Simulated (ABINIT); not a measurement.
The system is SiO2.

```
Si O
1.0
    -2.47729    2.47729    3.65567
     2.47729   -2.47729    3.65567
     2.47729    2.47729   -3.65567
Si O
2 4
Direct
  0.75000 0.25000 0.50000
  0.00000 0.00000 0.00000
  0.87500 0.02821 0.65321
  0.77821 0.12500 0.15321
  0.97179 0.62500 0.84679
  0.37500 0.22179 0.34679
```

The cell comes from a database or a generator and needn't be the stable form of this composition.

| Quantity | Value |
| --- | --- |
| Program | ABINIT 10.8.3 (patched build) |
| Task | single point |
| Functional | PBE |
| Potentials or basis | JTH PAW PBE v2.0 |
| Cutoff | 626 eV |
| k mesh | 8 × 8 × 8 |
| Occupations | fermi-dirac, width 0.05 eV |
| Spin | no spin polarisation |

On this cell: pressure 2.7 GPa; largest force 0.141 eV/Å; band gap on the k mesh 5.91 eV, direct.

The same run follows on a disturbed copy (atoms moved at random, drawn with an rms of 0.05 Å):

```
Si O
1.0
    -2.47729    2.47729    3.65567
     2.47729   -2.47729    3.65567
     2.47729    2.47729   -3.65567
Si O
2 4
Direct
  0.74618 0.24992 0.50364
  0.00524 0.99513 0.00944
  0.87470 0.03536 0.65694
  0.78566 0.13328 0.16771
  0.96721 0.61505 0.83692
  0.38207 0.22429 0.35237
```

What changes?

The energy moves by +32.9 meV/atom; pressure 4.7 GPa; largest force 2.677 eV/Å; band gap on the k mesh 5.84 eV, direct.

Forces in eV/Å, atoms in the order of the input:
```
Si  -1.187  0.618  0.553
Si   0.190 -1.445  0.766
O   -0.195  2.102 -1.646
O   -1.127 -0.131  0.469
O    1.968  0.578  1.280
O    0.351 -1.722 -1.422
```

Stress tensor (GPa, compression positive):
```
 4.79 -0.87  1.85
-0.87  4.68  2.96
 1.85  2.96  4.56
```

Caveats: the atomic spheres overlap.

A k mesh can miss the band edges.
